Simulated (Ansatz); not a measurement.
HfSiO4 (Hafnon):

```xyz
12
Lattice="-3.2862 3.2862 2.9816 3.2862 -3.2862 2.9816 3.2862 3.2862 -2.9816" Properties=species:S:1:pos:R:3 pbc="T T T"
Hf    0.0000    0.0000    0.0000
Hf    0.0000    3.2862    1.4908
Si    0.0000    0.0000    2.9816
Si    3.2862    0.0000    1.4908
O     2.0736    3.2862    1.0746
O     3.2863   -1.2126    2.5654
O     1.2126    0.0000    4.0562
O     3.2862    1.2126    2.5654
O     2.0736    0.0000    0.4162
O     0.0000    1.2126    1.9070
O     4.4989    0.0000    0.4162
O     3.2862    2.0736   -1.0746
```

| Quantity | Value |
| --- | --- |
| Program | Ansatz 0.2.0 |
| Task | relaxation of cell and atoms |
| Functional | revPBE |
| Dispersion | D3(BJ) |
| Potentials or basis | Ansatz PAW |
| Cutoff | 420 eV (not typed: the program's choice for these potentials) |
| k mesh | 5 × 5 × 5 |
| Occupations | fermi-dirac, width 0.05 eV |
| Spin | no spin polarisation |

At the start: volume 10.73 Å³/atom.

Problem. Where does the relaxation end?

Solution. It ends after 8 steps and the volume is 10.92 Å³/atom (+1.7 %); space group I4_1/amd (No. 141, to 0.05 Å).

The path:
| step | energy change (eV) | largest force (eV/Å) | volume (Å³) |
| --- | --- | --- | --- |
| 1 | 0.0000 | 0.3630 | 128.80 |
| 2 | -0.0210 | 0.3273 | 130.67 |
| 3 | -0.0276 | 0.0099 | 130.98 |
| 4 | -0.0280 | 0.0043 | 130.97 |
| 5 | -0.0282 | 0.0015 | 130.94 |
| 6 | -0.0382 | 0.0016 | 130.94 |
| 7 | -0.0379 | 0.0008 | 131.03 |
| 8 | -0.0382 | 0.0009 | 131.03 |

Final structure:
```cif
data_structure
_symmetry_space_group_name_H-M 'P 1'
_symmetry_Int_Tables_number 1
_cell_length_a 5.5529
_cell_length_b 5.5529
_cell_length_c 5.5529
_cell_angle_alpha 106.999
_cell_angle_beta 106.999
_cell_angle_gamma 114.539
_cell_volume 131.03
loop_
_atom_site_label
_atom_site_type_symbol
_atom_site_fract_x
_atom_site_fract_y
_atom_site_fract_z
_atom_site_occupancy
Hf1 Hf 0.00000 0.00000 0.00000 1
Hf2 Hf 0.75000 0.25000 0.50000 1
Si1 Si 0.50000 0.50000 0.00000 1
Si2 Si 0.25000 0.75000 0.50000 1
O1 O 0.68030 0.49515 0.81485 1
O2 O 0.24515 0.93030 0.31485 1
O3 O 0.68030 0.86546 0.18515 1
O4 O 0.61546 0.93030 0.68515 1
O5 O 0.06970 0.38454 0.31485 1
O6 O 0.50485 0.31970 0.18515 1
O7 O 0.06970 0.75485 0.68515 1
O8 O 0.13454 0.31970 0.81485 1
```

Caveat: the plane-wave basis is chosen anew once the cell has moved, so the energies of steps on either side of that aren't comparable; the pressure holds a Pulay correction of +0.7 GPa for the finite cutoff; the PAW data sets come from PBE, with cores solved anew for the run's functional, which leaves a small shift of forces and pressure.
